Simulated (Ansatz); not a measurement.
Input of an Ansatz 0.2.0 run:

input.yaml

```yaml
crystal:
  lattice:
    - [3.17, 0.0, 0.0]
    - [-1.585, 2.74530053, 0.0]
    - [0.0, 0.0, 3.533]
  atoms:
    - { symbol: Zr, position: [0.0, 0.0, 0.0] }
    - { symbol: B, position: [0.6666666667, 0.3333333333, 0.5] }
    - { symbol: B, position: [0.3333333333, 0.6666666667, 0.5] }
hamiltonian:
  xc: pbe
  pseudopotentials: { kind: paw }
kpoints:
  mp_grid: { grid: [10, 10, 8] }
scf:
  occupations: { method: gaussian, width: 0.027 }
output:
  forces: true
  stress: true
  eigenvalues: true
```

Potentials or basis: Ansatz PAW.

Run with:

```bash
$ ansatz run input.yaml --threads 2 --pin off --max-ram 5632MiB --backend cpu --events-out ev --progress --plain --runs-dir out
```

(1) Predict the band gap on the k mesh.

(2) What does it give for the pressure?

## Answers

(1) none (metal or under the smearing width).

(2) 0.8 GPa.
